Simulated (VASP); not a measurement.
PbS:

```
Pb S
1.0
     0.00000    2.98809    2.98809
     2.98809    0.00000    2.98809
     2.98809    2.98809    0.00000
Pb S
1 1
Direct
  0.50000 0.50000 0.50000
  0.00000 0.00000 0.00000
```

The cell is a database's computed one.

| Quantity | Value |
| --- | --- |
| Program | VASP 6.6.1 |
| Task | relaxation of cell and atoms |
| Functional | PBEsol |
| Potentials or basis | VASP PAW PBE potentials, release 64 (Pb_d, S) |
| Cutoff | 600 eV |
| k mesh | 4 × 4 × 4 |
| Occupations | gaussian, width 0.02 eV |
| Spin | no spin polarisation |

At the start: pressure -2.0 GPa; volume 26.68 Å³/atom.

Question: How do energy, volume and symmetry change on relaxing?

Answer: Over 3 steps the energy falls by 5.8 meV/atom and the volume is 25.76 Å³/atom (-3.4 %); space group Fm-3m (No. 225, to 0.05 Å).

The path:
```
step  energy change (eV)  largest force (eV/Å)  pressure (GPa)  volume (Å³)
   1              0.0000                0.0000           -1.96        53.36
   2             -0.0101                0.0000            0.78        50.88
   3             -0.0116                0.0000            0.00        51.52
```

Final structure:
```xyz
2
Lattice="0.0000 2.9533 2.9533 2.9533 0.0000 2.9533 2.9533 2.9533 0.0000" Properties=species:S:1:pos:R:3 pbc="T T T"
Pb    2.9533    2.9533    2.9533
S     0.0000    0.0000    0.0000
```

Caveat: the k mesh is coarse (spacing up to 0.46 Å⁻¹), so the values aren't converged; the PAW data sets were made with another functional, which shifts forces and pressure a little.
